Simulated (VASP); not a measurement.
Here is a VASP 6.6.1 calculation.

Contents of INCAR:

```
SYSTEM = Sn
PREC = Accurate
ENCUT = 520
EDIFF = 1E-6
ISMEAR = 0
SIGMA = 0.15
LREAL = .FALSE.
LASPH = .TRUE.
NELM = 80
ALGO = Fast
ISIF = 2
LWAVE = .FALSE.
LCHARG = .FALSE.
NBANDS = 13
```

File KPOINTS:

```
Automatic mesh
0
G
  20 20 20
  0 0 0
```

POSCAR

```
Sn
1.0
   -1.8946518192      1.8946518192      1.8946518192
    1.8946518192     -1.8946518192      1.8946518192
    1.8946518192      1.8946518192     -1.8946518192
Sn
1
Direct
    0.0000000000      0.0000000000      0.0000000000
```

Potentials or basis: VASP PAW LDA potentials, release 64 (Sn_d).

Run with:

```console
$ cat potpaw_LDA.64/Sn_d/POTCAR > POTCAR
$ mpirun -np 1 vasp_std > vasp.out
```

Question: Estimate the pressure.

Answer: -3.4 GPa.

Question: What does it give for the band gap on the k mesh?

Answer: None (metal or under the smearing width).
